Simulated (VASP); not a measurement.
# Ag in VASP: further runs, part 2 of 2

VASP 6.6.1.

## (3) Relaxation of the atoms, PBEsol

Contents of INCAR:

```
ALGO = Normal
DIPOL = 0.5 0.5 0.500
EDIFF = 1E-6
EDIFFG = -0.02
ENCUT = 520
GGA = PS
IBRION = 2
IDIPOL = 3
ISIF = 2
ISMEAR = 1
KPAR = 4
LASPH = T
LCHARG = F
LDIPOL = T
LREAL = F
LWAVE = F
NELM = 80
NSW = 80
PREC = Accurate
SIGMA = 0.1
```

Contents of KPOINTS:

```
k-points
0
Gamma
  13 10 1
```

Contents of POSCAR:

```
Ag
1.0
    2.8648615100      0.0000000000      0.0000000000
    0.0000000000      4.0515260000      0.0000000000
    0.0000000000      0.0000000000     27.8918767900
Ag
10
Direct
    0.5000000000      0.5000000000      0.2688954900
    0.0000000000      0.0000000000      0.3202520500
    0.5000000000      0.5000000000      0.3716086100
    0.0000000000      0.0000000000      0.4229651600
    0.5000000000      0.5000000000      0.4743217200
    0.0000000000      0.0000000000      0.5256782800
    0.5000000000      0.5000000000      0.5770348400
    0.0000000000      0.0000000000      0.6283913900
    0.5000000000      0.5000000000      0.6797479500
    0.0000000000      0.0000000000      0.7311045100
```

Potentials or basis: VASP PAW PBE potentials, release 64 (Ag).

Run with:

```console
cat potpaw_PBE.64/Ag/POTCAR > POTCAR
mpirun -np 4 vasp_std > vasp.out
```

OUTCAR:

```text
EDIFF = 1E-6
   EDIFFG = -0.02
   ENCUT = 520
   GGA = PS
   IBRION = 2
   ISIF = 2
   ISMEAR = 1
   LASPH = T
   LREAL = F
   NELM = 80
   NSW = 80
   PREC = Accurate

 ion  position               nearest neighbor table
   1  0.500  0.500  0.269-   2 2.86   2 2.86   2 2.86   2 2.86   3 2.86
   2  0.000  0.000  0.320-   4 2.86   3 2.86   1 2.86   1 2.86   3 2.86   1 2.86   3 2.86   1 2.86
                             3 2.86
   3  0.500  0.500  0.372-   5 2.86   4 2.86   4 2.86   4 2.86   4 2.86   2 2.86   2 2.86   2 2.86
                             2 2.86   1 2.86
   4  0.000  0.000  0.423-   2 2.86   3 2.86   3 2.86   3 2.86   3 2.86   5 2.86   5 2.86   5 2.86
                             5 2.86   6 2.86
   5  0.500  0.500  0.474-   3 2.86   4 2.86   6 2.86   4 2.86   6 2.86   4 2.86   6 2.86   4 2.86
                             6 2.86   7 2.86
   6  0.000  0.000  0.526-   8 2.86   7 2.86   5 2.86   5 2.86   7 2.86   5 2.86   7 2.86   5 2.86
                             7 2.86   4 2.86
   7  0.500  0.500  0.577-   9 2.86   8 2.86   8 2.86   8 2.86   8 2.86   6 2.86   6 2.86   6 2.86
                             6 2.86   5 2.86
   8  0.000  0.000  0.628-   6 2.86   7 2.86   7 2.86   7 2.86   7 2.86   9 2.86   9 2.86   9 2.86
                             9 2.86  10 2.86
   9  0.500  0.500  0.680-   7 2.86   8 2.86  10 2.86   8 2.86  10 2.86   8 2.86  10 2.86   8 2.86
                            10 2.86
  10  0.000  0.000  0.731-   9 2.86   9 2.86   9 2.86   9 2.86   8 2.86

  LATTYP: Found a simple orthorhombic cell.
 ALAT       =     2.8648615100
 B/A-ratio  =     1.4142135618
 C/A-ratio  =     9.7358551862

  Lattice vectors:

 A1 = (   2.8648615100,   0.0000000000,   0.0000000000)
 A2 = (   0.0000000000,   4.0515260000,   0.0000000000)
 A3 = (   0.0000000000,   0.0000000000,  27.8918767900)

Analysis of symmetry for initial positions (statically):
=====================================================================
 Subroutine PRICEL returns:
 Original cell was already a primitive cell.

[... 178 lines left out ...]

 dipolmoment           0.000000      0.000000      0.000000 electrons x Angstroem

--------------------------------------- Ionic step        1  -------------------------------------------

 number of electron     109.9999969 magnetization

 Free energy of the ion-electron system (eV)
  ---------------------------------------------------
  ext. energy  EPLUGINS =         0.00000000
  ---------------------------------------------------
  free energy    TOTEN  =       -31.34977751 eV

  energy without entropy =      -31.34847359  energy(sigma->0) =      -31.34934287

------------------------ aborting loop because EDIFF is reached ----------------------------------------

  FORCE on cell =-STRESS in cart. coord.  units (eV):
  Direction    XX          YY          ZZ          XY          YZ          ZX
  --------------------------------------------------------------------------------------
  -------------------------------------------------------------------------------------
  Total       -2.9037142     -2.5187852     -0.4667378      0.0000000      0.0000000      0.0000000
  in kB      -14.3702542    -12.4652708     -2.3098487      0.0000000      0.0000000      0.0000000
  external PRESSURE =      -9.7151245 kB  Pullay stress =       0.0000000 kB
[... 163 lines left out ...]
--------------------------------------- Ionic step        5  -------------------------------------------

 number of electron     109.9999970 magnetization

 dipolmoment           0.000000      0.000000     -0.000000 electrons x Angstroem

 Free energy of the ion-electron system (eV)
  ---------------------------------------------------
  ext. energy  EPLUGINS =         0.00000000
  ---------------------------------------------------
  free energy    TOTEN  =       -31.38752457 eV

  energy without entropy =      -31.38675686  energy(sigma->0) =      -31.38726867

 E-fermi :   2.3464     XC(G=0):  -7.0952

 val. band max:        2.3244249814   @ k =   0.0769   0.5000   0.0000
 cond. band min:       2.3534494257   @ k =   0.4615   0.2000   0.0000
 fundamental gap:      0.0290244444
 Fermi energy:         2.3464129631

 k-point     1 :       0.0000    0.0000    0.0000
  band No.  band energies     occupation
      1      -5.5330      2.00000
      2      -5.0073      2.00000
      3      -4.2780      2.00000
      4      -4.2091      2.00000
      5      -4.0367      2.00000
      6      -4.0036      2.00000
[... 1645 lines left out ...]
     65       7.7083      0.00000
     66       8.3245      0.00000

 [... further k-points ...]

------------------------ aborting loop because EDIFF is reached ----------------------------------------

 vacuum level on the upper side and lower side of the slab       (xc-potential included)        -0.016        -0.016

  FORCE on cell =-STRESS in cart. coord.  units (eV):
  Direction    XX          YY          ZZ          XY          YZ          ZX
  --------------------------------------------------------------------------------------
  -------------------------------------------------------------------------------------
  Total       -2.4369095     -1.8202046     -0.0911509      0.0000000      0.0000000      0.0000000
  in kB      -12.0600745     -9.0080500     -0.4510989      0.0000000      0.0000000      0.0000000
  external PRESSURE =      -7.1730745 kB  Pullay stress =       0.0000000 kB
[... 25 lines left out ...]
  FREE ENERGIE OF THE ION-ELECTRON SYSTEM (eV)
  ---------------------------------------------------
  free  energy   TOTEN  =       -31.3875245671 eV

  energy  without entropy=      -31.3867568628  energy(sigma->0) =      -31.38726867

 reached required accuracy - stopping structural energy minimisation

 vacuum level on the upper side and lower side of the slab         6.663         6.663
```

OSZICAR:

```text
N       E                     dE             d eps       ncg     rms          rms(c)
DAV:   1     0.728547528070E+03    0.72855E+03   -0.53926E+04  5560   0.152E+03
DAV:   2    -0.108178474411E+02   -0.73937E+03   -0.70324E+03  5916   0.337E+02
DAV:   3    -0.342628132493E+02   -0.23445E+02   -0.22947E+02  6078   0.601E+01
DAV:   4    -0.346152594287E+02   -0.35245E+00   -0.35168E+00  6378   0.711E+00
[... 49 lines left out ...]
DAV:   2    -0.313875353901E+02   -0.14779E-03   -0.15292E-03  5898   0.216E-01    0.255E-02
DAV:   3    -0.313875262278E+02    0.91623E-05   -0.29079E-05  5978   0.271E-02    0.148E-02
DAV:   4    -0.313875257377E+02    0.49008E-06   -0.15442E-05  6008   0.245E-02    0.575E-03
DAV:   5    -0.313875247366E+02    0.10011E-05   -0.24901E-06  3516   0.166E-02    0.226E-03
DAV:   6    -0.313875245671E+02    0.16952E-06   -0.96429E-07  3442   0.588E-03
   5 F= -.31387525E+02 E0= -.31387269E+02  d E =-.901472E-03
```

It took 27 min on 4 MPI ranks of Intel Xeon Platinum 8488C (Sapphire Rapids), shared host; peak memory 0.8 GiB.

What came out:

```yaml
Free_energy: -31.3875 eV
Energy_gained_by_relaxing: 3.8 meV/atom
Ionic_steps: 5
Largest_force_after_relaxing: 0.008 eV/Å
Band_gap_on_the_k_mesh: none (metal or under the smearing width)
```

Forces in eV/Å, atoms in the order of the input:
```
Ag   0.000  0.000  0.003
Ag   0.000  0.000  0.003
Ag   0.000  0.000 -0.007
Ag   0.000  0.000 -0.007
Ag   0.000  0.000  0.008
Ag   0.000  0.000 -0.008
Ag   0.000  0.000  0.007
Ag   0.000  0.000  0.007
Ag   0.000  0.000 -0.003
Ag   0.000  0.000 -0.003
```

Step by step:
```
step  energy change (eV)  largest force (eV/Å)  pressure (GPa)
   1              0.0000                0.3081           -0.97
   2             -0.0158                0.2298           -0.92
   3             -0.0368                0.0671           -0.72
   4             -0.0376                0.0324           -0.72
   5             -0.0377                0.0084           -0.72
```

Final structure:
```xyz
10
Lattice="2.8649 0.0000 0.0000 0.0000 4.0515 0.0000 0.0000 0.0000 27.8919" Properties=species:S:1:pos:R:3 pbc="T T T"
Ag    1.4324    2.0258    7.5586
Ag    0.0000    0.0000    8.8724
Ag    1.4324    2.0258   10.3643
Ag    0.0000    0.0000   11.7785
Ag    1.4324    2.0258   13.2327
Ag    0.0000    0.0000   14.6592
Ag    1.4324    2.0258   16.1134
Ag    0.0000    0.0000   17.5276
Ag    1.4324    2.0258   19.0195
Ag    0.0000    0.0000   20.3333
```

Levels at points of the mesh, in eV from the Fermi level:
```csv
k point,band 52,band 53,band 54,band 55,band 56,band 57,band 58,band 59
"(0.00, 0.00, 0.00)",-2.85,-2.80,-2.77,-1.80,-0.54,1.01,1.87,2.66
"(0.00, 0.50, 0.00)",-2.92,-2.88,-2.88,-2.26,-2.26,-1.48,-1.48,-0.34
```

Caveat: the PAW data sets were made with another functional, which shifts forces and pressure a little.

## (4) Single point, PBEsol

Contents of INCAR:

```
SYSTEM = Ag
PREC = Accurate
ENCUT = 520
EDIFF = 1E-6
ISMEAR = 1
SIGMA = 0.1
LREAL = .FALSE.
LASPH = .TRUE.
NELM = 80
ALGO = Normal
ISIF = 2
LWAVE = .FALSE.
LCHARG = .FALSE.
LDIPOL = .TRUE.
IDIPOL = 3
DIPOL = 0.5 0.5 0.500
GGA = PS
LVHAR = .TRUE.
LVACPOTAV = .TRUE.
ICORELEVEL = 1
KPAR = 4
```

Contents of KPOINTS:

```
Automatic mesh
0
G
  13 10 1
  0 0 0
```

Contents of POSCAR:

```
Ag                                      
1.0
    2.8648615100      0.0000000000      0.0000000000
    0.0000000000      4.0515260000      0.0000000000
    0.0000000000      0.0000000000     27.8918767900
  Ag            
    10
Direct
     0.5000000000000000    0.5000000000000000    0.2709972235722009
     0.0000000000000000    0.0000000000000000    0.3180997231370289
     0.5000000000000000    0.5000000000000000    0.3715889302033719
     0.0000000000000000    0.0000000000000000    0.4222898103759690
     0.5000000000000000    0.5000000000000000    0.4744275922085758
     0.0000000000000000    0.0000000000000000    0.5255724077914241
     0.5000000000000000    0.5000000000000000    0.5777101896240310
     0.0000000000000000    0.0000000000000000    0.6284110697966283
     0.5000000000000000    0.5000000000000000    0.6819002768629709
     0.0000000000000000    0.0000000000000000    0.7290027764277991
```

Run with:

```console
cat potpaw_PBE.64/Ag/POTCAR > POTCAR
mpirun -np 4 vasp_std > vasp.out
```

Run time: 5.8 min. Hardware: 4 MPI ranks of Intel Xeon Platinum 8488C (Sapphire Rapids), shared host; peak memory 0.78 GiB.

The run converged. Its results:

```
Free energy                     : -31.3874 eV
Largest force                   : 0.008 eV/Å
Band gap on the k mesh          : none (metal or under the smearing width)
Work function of the upper face : 4.33 eV
Work function of the lower face : 4.33 eV
```

Forces in eV/Å, atoms in the order of the input:
```
Ag   0.000  0.000  0.003
Ag   0.000  0.000  0.003
Ag   0.000  0.000 -0.007
Ag   0.000  0.000 -0.008
Ag   0.000  0.000  0.008
Ag   0.000  0.000 -0.008
Ag   0.000  0.000  0.008
Ag   0.000  0.000  0.007
Ag   0.000  0.000 -0.003
Ag   0.000  0.000 -0.003
```

Levels at points of the mesh, in eV from the Fermi level:
```csv
k point,band 52,band 53,band 54,band 55,band 56,band 57,band 58,band 59
"(0.00, 0.00, 0.00)",-2.85,-2.80,-2.77,-1.80,-0.53,1.01,1.87,2.66
"(0.00, 0.50, 0.00)",-2.92,-2.88,-2.88,-2.26,-2.26,-1.48,-1.48,-0.34
```

Core levels (eV, on the scale of the bands):
```tsv
atom	levels
1 Ag	1s -25319.8, 2s -3723.4, 2p -3338.9, 3s -678.3, 3p -552.1, 3d -353.1, 4s -89.5, 4p -52.9
2 Ag	1s -25320.2, 2s -3723.9, 2p -3339.4, 3s -678.7, 3p -552.5, 3d -353.6, 4s -89.8, 4p -53.2
3 Ag	1s -25320.3, 2s -3723.9, 2p -3339.4, 3s -678.8, 3p -552.5, 3d -353.6, 4s -89.9, 4p -53.3
4 Ag	1s -25320.3, 2s -3724.0, 2p -3339.5, 3s -678.8, 3p -552.6, 3d -353.7, 4s -89.9, 4p -53.3
5 Ag	1s -25320.3, 2s -3724.0, 2p -3339.5, 3s -678.8, 3p -552.6, 3d -353.6, 4s -89.9, 4p -53.3
6 Ag	1s -25320.3, 2s -3724.0, 2p -3339.5, 3s -678.8, 3p -552.6, 3d -353.6, 4s -89.9, 4p -53.3
```

Caveat: the PAW data sets were made with another functional, which shifts forces and pressure a little.
